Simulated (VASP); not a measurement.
**Si: equation of state with PBE**

Si:

```
Si
1.0
     3.83132    0.00000    0.00000
    -1.91566    3.31802    0.00000
     0.00000    0.00000    6.33262
Si
4
Direct
  0.66667 0.33333 0.93699
  0.33333 0.66667 0.43699
  0.66667 0.33333 0.56301
  0.33333 0.66667 0.06301
```

This isn't the form of Si at room conditions, which is diamond.

```json
{
 "Program": "VASP 6.6.1",
 "Task": "equation of state",
 "Functional": "PBE",
 "Potentials or basis": "VASP PAW PBE potentials, release 64 (Si)",
 "Cutoff": "520 eV",
 "k mesh": "8 × 8 × 4",
 "Occupations": "fermi-dirac, width 0.05 eV",
 "Spin": "no spin polarisation"
}
```

| Property | Result |
| --- | --- |
| Equilibrium volume | 20.43 Å³/atom |
| Bulk modulus at fixed shape and positions | 89 GPa |
| Pressure derivative of the bulk modulus | 4.3 |

Energy against volume, from the lowest point:
| volume (Å³/atom) | energy (meV/atom) |
| --- | --- |
| 18.918 | 35.27 |
| 19.321 | 18.21 |
| 19.723 | 7.03 |
| 20.126 | 1.13 |
| 20.528 | 0.00 |
| 20.931 | 3.16 |
| 21.333 | 10.19 |

All runs of the series together: 2.6 min on 1 thread of Intel(R) Xeon(R) Platinum 8559C (Emerald Rapids) (shared host).

Caveat: the cell was scaled at fixed shape and fractional positions, which overstates the stiffness of a crystal with free parameters, most of all of layers and chains.
